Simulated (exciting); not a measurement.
A run of exciting (release sodium):

Contents of input.xml:

```xml
<input>
  <title>Ta</title>
  <structure speciespath="./" tshift="false">
    <crystal scale="1">
      <basevect>-3.120466955072 3.120466955072 3.120466955072</basevect>
      <basevect>3.120466955072 -3.120466955072 3.120466955072</basevect>
      <basevect>3.120466955072 3.120466955072 -3.120466955072</basevect>
    </crystal>
    <species speciesfile="Ta.xml" rmt="2.3">
      <atom coord="0.000000000000 0.000000000000 0.000000000000"/>
    </species>
  </structure>
  <groundstate do="fromscratch" ngridk="11 11 11" rgkmax="9" gmaxvr="14" lmaxapw="10" lmaxmat="10" lmaxvr="8" xctype="GGA_PBE_R" stype="Fermi Dirac" swidth="0.00183747" nempty="12" ValenceRelativity="iora*" epsengy="1e-05" epspot="1e-05" maxscl="60" outputlevel="high"/>
  <properties>
    <bandstructure>
      <plot1d>
        <path steps="80">
          <point coord="0 0 0" label="G"/>
          <point coord="0.5 -0.5 0.5" label="H"/>
          <point coord="0 0 0.5" label="N"/>
          <point coord="0 0 0" label="G"/>
          <point coord="0.25 0.25 0.25" label="P"/>
          <point coord="0.5 -0.5 0.5" label="H" breakafter="true"/>
          <point coord="0.25 0.25 0.25" label="P"/>
          <point coord="0 0 0.5" label="N"/>
        </path>
      </plot1d>
    </bandstructure>
    <dos nwdos="300" winddos="-0.6 0.5" inttype="tetra" ngrdos="100" nsmdos="2"/>
  </properties>
</input>
```

Potentials or basis: all-electron LAPW+lo, shipped species files, valence relativity iora*.

The run is started by

```bash
$ OMP_NUM_THREADS=1 exciting_smp
```

Hardware: 1 thread of Arm Neoverse V1, with other jobs on the host.

Q: Estimate the wall time of this run.

A: Wall time 35 s on 1 thread of Arm Neoverse V1, with other jobs on the host, peak memory 0.1 GiB. Counts: scf iterations 11, plane waves 135.
